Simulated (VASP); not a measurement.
SnTe2 (fluorite), PBEsol relaxation of cell and atoms: VASP's output and Ansatz's

POSCAR

```
Sn Te
 1.0000000000000000
    -0.0000000000000000    3.7188804330773833    3.7188804330773833
     3.7188804330773833   -0.0000000000000000    3.7188804330773833
     3.7188804330773833    3.7188804330773833   -0.0000000000000000
 Sn  Te
   1   2
Cartesian
  0.0000000000000000 -0.0000000000000000 -0.0000000000000000
  1.8594402165386916  1.8594402165386916  1.8594402165386916
  5.5783206496160753  5.5783206496160753  5.5783206496160753
```

VASP ran with the recommended PBE PAW datasets (26 valence electrons in the cell).

From OUTCAR

```
k-points           NKPTS =     16   k-points in BZ     NKDIM =     16   number of bands    NBANDS=     20

   NELECT =      26.0000    total number of electrons

   dimension x,y,z NGX =    42 NGY =   42 NGZ =   42
   dimension x,y,z NGXF=    84 NGYF=   84 NGZF=   84

  energy-cutoff  :      600.00
  volume of cell :       96.99
      direct lattice vectors                 reciprocal lattice vectors
     0.000000000  3.646642583  3.646642583    -0.137112423  0.137112423  0.137112423
     3.646642583  0.000000000  3.646642583     0.137112423 -0.137112423  0.137112423
     3.646642583  3.646642583  0.000000000     0.137112423  0.137112423 -0.137112423

 k-points in reciprocal lattice and weights: KPOINTS created by Atomic Simulation Env
   0.00000000  0.00000000  0.00000000       0.005
   0.16666667  0.00000000  0.00000000       0.037
   0.33333333  0.00000000  0.00000000       0.037
   0.50000000  0.00000000  0.00000000       0.019
   0.16666667  0.16666667  0.00000000       0.028
   0.33333333  0.16666667  0.00000000       0.111
   0.50000000  0.16666667  0.00000000       0.111
  -0.33333333  0.16666667  0.00000000       0.111
   ...

 E-fermi :   5.9373

 k-point     1 :       0.0000    0.0000    0.0000
  band No.  band energies     occupation
      1     -15.3126      2.00000
      2     -15.3126      2.00000
      3     -15.3126      2.00000
      4     -15.2969      2.00000
      5     -15.2969      2.00000
      6      -6.7473      2.00000
      7      -3.6066      2.00000
      8       1.5804      2.00000
      9       3.1290      2.00000
     10       3.1290      2.00000
     11       3.1290      2.00000
     12       4.4051      2.00000
     13       4.4051      2.00000
     14       4.4051      2.00000
     15       7.4688      0.00000
     16       7.4688      0.00000
     17       7.4688      0.00000
     18      10.5898      0.00000
     19      10.5898      0.00000
     20      11.4035      0.00000

 k-point     2 :       0.1667    0.0000    0.0000
  band No.  band energies     occupation
      1     -15.3133      2.00000
      2     -15.3121      2.00000
      3     -15.3121      2.00000
      4     -15.2969      2.00000
      5     -15.2969      2.00000
      6      -6.5654      2.00000
      7      -3.8114      2.00000
      8       0.7992      2.00000
      9       2.9909      2.00000
     10       3.0010      2.00000
     11       3.0010      2.00000
     12       4.3491      2.00000
     13       4.3491      2.00000
     14       5.6452      2.00000
     15       7.6458      0.00000
     16       7.6502      0.00000
     17       7.6502      0.00000
     18      11.3392      0.00000
     19      11.3392      0.00000
     20      12.1992      0.00000

 k-point     3 :       0.3333    0.0000    0.0000
  band No.  band energies     occupation
      1     -15.3147      2.00000
      2     -15.3112      2.00000
      3     -15.3112      2.00000
      4     -15.2969      2.00000
      5     -15.2969      2.00000
      6      -6.0416      2.00000
      7      -4.4076      2.00000
      8      -0.2115      2.00000
      9       2.8326      2.00000
     10       2.8326      2.00000
     11       3.2137      2.00000
     12       4.0902      2.00000
     13       4.0902      2.00000
     14       6.4297      0.00000
     15       8.4523      0.00000
     16       8.4523      0.00000
     17       9.3988      0.00000
     18      12.0605      0.00000
     19      12.7377      0.00000
     20      12.7377      0.00000

 k-point     4 :       0.5000    0.0000    0.0000
  band No.  band energies     occupation
      1     -15.3154      2.00000
      2     -15.3107      2.00000
      3     -15.3107      2.00000
      4     -15.2968      2.00000
      5     -15.2968      2.00000
      6      -5.3493      2.00000
      7      -5.1522      2.00000
      8      -0.5707      2.00000
      9       2.7796      2.00000
     10       2.7796      2.00000
     11       3.3183      2.00000
     12       3.9266      2.00000
     13       3.9266      2.00000
     14       6.7402      0.00000
     15       9.1811      0.00000
     16       9.1811      0.00000
     17      10.5402      0.00000
     18      11.6544      0.00000
     19      12.2471      0.00000
     20      12.2471      0.00000

 ...

  Total        0.0057867      0.0057867      0.0057867     -0.0000000     -0.0000000      0.0000000
  in kB        0.0955941      0.0955941      0.0955941     -0.0000000     -0.0000000      0.0000000
  external PRESSURE =       0.0955941 kB  Pullay stress =       0.0000000 kB

 POSITION                                       TOTAL-FORCE (eV/Angst)
 -----------------------------------------------------------------------------------
      0.00000      0.00000      0.00000         0.000000     -0.000000      0.000000
      1.82332      1.82332      1.82332         0.000000      0.000000      0.000000
      5.46996      5.46996      5.46996        -0.000000      0.000000     -0.000000
 -----------------------------------------------------------------------------------
    total drift:                               -0.000000      0.000000      0.000000

  FREE ENERGIE OF THE ION-ELECTRON SYSTEM (eV)
  ---------------------------------------------------
  free  energy   TOTEN  =       -10.9208774484 eV

  energy  without entropy=      -10.9170853519  energy(sigma->0) =      -10.91898140
```

The two codes use different PAW datasets and cutoffs. VASP's cell holds 26 valence electrons and Ansatz's 46.

Problem. What does Ansatz give for the same cell and level of theory?

Solution. relaxed cell vector lengths 5.158, 5.158, 5.158 Å; relaxed cell volume 97.04 Å³.

Ansatz printed

```
basis re-selected at this cell: Δ(F+E_penalty+E_count) = +1.006e-3 eV, ΔP = -0.001 GPa vs the last step (what re-selecting the basis moved, of the pressure what is left beyond the Pulay correction that the steps carried, after the strain that the cell walked since its last selection, with what the two solves' SCF thresholds leave and, on support functions, any second-order correction that the steps lacked; it is no measure of the basis error at this ecutwfc). This SCF's stress stands 4.14e-2 GPa from its target on what of the cell is left free (relax.cell.stress_tol is 5.00e-2 GPa) and its largest allowed force component is 2.66e-17 eV/Å (relax.f_tol is 5.00e-3 eV/Å): within both
SCF converged after 5 iterations
Free energy (F): -19752.414152 eV
Harris-Foulkes:  -19752.414152 eV  (|F-HF|=1.09e-11)
Internal energy: -19752.410356 eV  (E = F + TS)
E sigma→0 (E₀):  -19752.412254 eV
Entropy (-TS):   -0.003796 eV (-1.265 meV/atom)
Fermi energy:    8.671142 eV
--- Per-component energies (eV) ---
  E_band       = -629.322260
  E_kinetic    = 547.614249
  E_local      = -3550.528691  (includes V_loc(G=0)·N_el)
  E_nonlocal   = -646.884425
  E_hartree    = 2218.175735
  E_xc         = -626.446946
  E_vxc        = -305.497449  (∫ρ·V_xc dr)
  E_paw        = -13231.561656  (= ΣΔE_a)
  E_vpaw       = -1110.376894  (= ΣTr[D̂ρ^β])
  E_aug_tail   = -0.000415  (compensation charges beyond the density's cutoff)
  E_ewald      = -4463.812677
  E_core_change = 1.034470  (= ΣΔE_core)
  E_smearing   = -0.003796  (= −TS)
  E_closure    = 0.000000  (closes the sum)
  Σ components = -19752.414152   (vs F -19752.414152, Δ=0.00e0)
--- Forces (eV/Å), atoms counted from 1 ---
  atom   1  Sn     0.00000000    -0.00000000     0.00000000
  atom   2  Te     0.00000000    -0.00000000    -0.00000000
  atom   3  Te    -0.00000000     0.00000000     0.00000000
  max |Σ_I F_I| component: 6.94e-18 eV/Å
--- Stress (GPa, compression-positive) ---
       -0.041377      -0.000000      -0.000000
       -0.000000      -0.041377       0.000000
       -0.000000       0.000000      -0.041377
  P = ⅓ Tr σ = -0.0414 GPa (-0.414 kbar)
--- Relaxed structure (3 steps of the walk, 3 accepted, 1 SCFs on fresh bases) ---
  F+E_penalty+E_count = -19752.41415186 eV   max|allowed force component| = 2.660e-17 eV/Å   (the final SCF, on the basis selected at the relaxed cell)
  cell:  # Å, volume = 97.0377 Å³
    - [3.6702601674451042e-34, 3.6472892377680735, 3.6472892377680735]
    - [3.6472892377680735, -2.929838918914964e-34, 3.6472892377680735]
    - [3.6472892377680735, 3.6472892377680735, -4.35495078436545e-34]
  atoms:
    - { symbol: Sn, position: [7.484969395552296e-36, -1.0002436579641956e-35, 1.719519996275527e-35] }
    - { symbol: Te, position: [0.24999999999999997, 0.24999999999999997, 0.24999999999999997] }
    - { symbol: Te, position: [0.7499999999999998, 0.7499999999999998, 0.7499999999999998] }
```
